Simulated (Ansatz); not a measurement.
## Rh (dhcp): energy against volume

These are results of DFT, PBE, plane waves (420 eV) with PAW, scalar-relativistic in Ansatz 0.2.0, not measurements.

The cell is scaled uniformly from the relaxed one, with fractional coordinates and shape fixed. Energies are extrapolated to zero smearing, pressures are those at the given smearing. Magnetic state: spin not included.

A Birch-Murnaghan fit gives V₀ = 14.06 Å³/atom, B₀ = 256 GPa, B₀′ = 5.2.

(1) What are the energy above the minimum and the pressure at 12.965 Å³/atom?

(2) What are the energy above the minimum and the pressure at 14.656 Å³/atom?

(3) What are the energy above the minimum and the pressure at 15.220 Å³/atom?

## Answers

(1) 81.0 meV/atom and 26.21 GPa as computed.

(2) 18.4 meV/atom and -8.96 GPa as computed.

(3) 64.6 meV/atom and -15.92 GPa as computed.
